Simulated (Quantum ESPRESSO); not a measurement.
Set up this calculation in Quantum ESPRESSO 7.5, as the native input.

| Item | Value |
| --- | --- |
| Task | band structure |
| Functional | PBEsol |
| Potentials or basis | PseudoDojo 0.4.1 SR PBEsol standard |
| Cutoff | 898 eV |
| Density cutoff | 3592 eV |
| k mesh | 7 × 7 × 7 |
| Occupations | fermi-dirac, width 0.05 eV |
| Spin | no spin polarisation |
| Mixing beta | 0.5 |
| Most SCF iterations | 120 |
| SCF threshold | 4e-10 Ry |

The system is Bi.

```
Bi
1.0
     2.26750    1.30914    3.93800
    -2.26750    1.30914    3.93800
     0.00000   -2.61828    3.93800
Bi
2
Direct
  0.76600 0.76600 0.76600
  0.23400 0.23400 0.23400
```

The input as run:

pw.in

```
&CONTROL
  calculation = 'scf'
  prefix = 'pwscf'
  outdir = './tmp'
  pseudo_dir = './pseudo'
  tprnfor = .true.
  tstress = .true.
  disk_io = 'low'
/
&SYSTEM
  ibrav = 0
  celldm(1) = 8
  nat = 2
  ntyp = 1
  ecutwfc = 66
  nbnd = 22
  occupations = 'smearing'
  smearing = 'fd'
  degauss = 0.00367493
/
&ELECTRONS
  conv_thr = 4d-10
  electron_maxstep = 120
  mixing_beta = 0.5
/
ATOMIC_SPECIES
Bi   208.9804 Bi.upf
CELL_PARAMETERS alat
  0.5356192484486   0.3092399172779   0.9302176848470
 -0.5356192484486   0.3092399172779   0.9302176848470
  0.0000000000000  -0.6184798345558   0.9302176848470
ATOMIC_POSITIONS crystal
Bi     0.7660000000    0.7660000000    0.7660000000
Bi     0.2340000000    0.2340000000    0.2340000000
K_POINTS automatic
7 7 7 0 0 0
```

bands.in

```
&CONTROL
  calculation = 'bands'
  prefix = 'pwscf'
  outdir = './tmp'
  pseudo_dir = './pseudo'
  disk_io = 'low'
  verbosity = 'high'
/
&SYSTEM
  ibrav = 0
  celldm(1) = 8
  nat = 2
  ntyp = 1
  ecutwfc = 66
  nbnd = 22
  occupations = 'smearing'
  smearing = 'fd'
  degauss = 0.00367493
/
&ELECTRONS
  conv_thr = 1d-08
  electron_maxstep = 120
  mixing_beta = 0.5
  diago_full_acc = .true.
  startingwfc = 'random'
/
ATOMIC_SPECIES
Bi   208.9804 Bi.upf
CELL_PARAMETERS alat
  0.5356192484486   0.3092399172779   0.9302176848470
 -0.5356192484486   0.3092399172779   0.9302176848470
  0.0000000000000  -0.6184798345558   0.9302176848470
ATOMIC_POSITIONS crystal
Bi     0.7660000000    0.7660000000    0.7660000000
Bi     0.2340000000    0.2340000000    0.2340000000
K_POINTS crystal
60
 0.0000000000  0.0000000000  0.0000000000 1
 0.0625000000  0.0000000000  0.0000000000 1
 0.1250000000  0.0000000000  0.0000000000 1
 0.1875000000  0.0000000000  0.0000000000 1
 0.2500000000  0.0000000000  0.0000000000 1
 0.3125000000  0.0000000000  0.0000000000 1
 0.3750000000  0.0000000000  0.0000000000 1
 0.4375000000  0.0000000000  0.0000000000 1
 0.5000000000  0.0000000000  0.0000000000 1
 0.5000000000  0.0400572416 -0.0400572416 1
 0.5000000000  0.0801144832 -0.0801144832 1
 0.5000000000  0.1201717248 -0.1201717248 1
 0.5000000000  0.1602289664 -0.1602289664 1
 0.5000000000  0.2002862080 -0.2002862080 1
 0.5000000000  0.2403434496 -0.2403434496 1
 0.7596565504  0.5000000000  0.2403434496 1
 0.7163804587  0.5000000000  0.2836195413 1
 0.6731043670  0.5000000000  0.3268956330 1
 0.6298282752  0.5000000000  0.3701717248 1
 0.5865521835  0.5000000000  0.4134478165 1
 0.5432760917  0.5000000000  0.4567239083 1
 0.5000000000  0.5000000000  0.5000000000 1
 0.4285714286  0.4285714286  0.4285714286 1
 0.3571428571  0.3571428571  0.3571428571 1
 0.2857142857  0.2857142857  0.2857142857 1
 0.2142857143  0.2142857143  0.2142857143 1
 0.1428571429  0.1428571429  0.1428571429 1
 0.0714285714  0.0714285714  0.0714285714 1
 0.0000000000  0.0000000000  0.0000000000 1
 0.0370171725  0.0000000000 -0.0370171725 1
 0.0740343450  0.0000000000 -0.0740343450 1
 0.1110515174  0.0000000000 -0.1110515174 1
 0.1480686899  0.0000000000 -0.1480686899 1
 0.1850858624  0.0000000000 -0.1850858624 1
 0.2221030349  0.0000000000 -0.2221030349 1
 0.2591202073  0.0000000000 -0.2591202073 1
 0.2961373798  0.0000000000 -0.2961373798 1
 0.3331545523  0.0000000000 -0.3331545523 1
 0.3701717248  0.0000000000 -0.3701717248 1
 0.6298282752  0.3701717248  0.0000000000 1
 0.5865521835  0.4134478165  0.0000000000 1
 0.5432760917  0.4567239083  0.0000000000 1
 0.5000000000  0.5000000000  0.0000000000 1
 0.5432760917  0.5432760917  0.0801144832 1
 0.5865521835  0.5865521835  0.1602289664 1
 0.6298282752  0.6298282752  0.2403434496 1
 0.6112813788  0.6112813788  0.2774372425 1
 0.5927344823  0.5927344823  0.3145310354 1
 0.5741875858  0.5741875858  0.3516248283 1
 0.5556406894  0.5556406894  0.3887186212 1
 0.5370937929  0.5370937929  0.4258124142 1
 0.5185468965  0.5185468965  0.4629062071 1
 0.5000000000  0.5000000000  0.5000000000 1
 0.5000000000  0.0000000000  0.0000000000 1
 0.5432760917  0.0616952875  0.0616952875 1
 0.5865521835  0.1233905749  0.1233905749 1
 0.6298282752  0.1850858624  0.1850858624 1
 0.6731043670  0.2467811499  0.2467811499 1
 0.7163804587  0.3084764373  0.3084764373 1
 0.7596565504  0.3701717248  0.3701717248 1
```

Potentials or basis: PseudoDojo 0.4.1 SR PBEsol standard.

Command:

```bash
$ OMP_NUM_THREADS=1 mpirun -n 2 pw.x -nk 2 -in pw.in > pw.out
$ OMP_NUM_THREADS=1 mpirun -n 2 pw.x -nk 2 -in bands.in > bands.out
```

Results of the run:

```
Pressure                : -0.3 GPa
Largest force           : 0.149 eV/Å
Band gap along the path : none (metal or under the smearing width)
```

Caveat: spin-orbit coupling is left out, which moves the levels of the heavy elements.

It took 66 s on 2 MPI ranks on Arm Neoverse V2, with other jobs on the host, peak memory 0.22 GiB a rank.
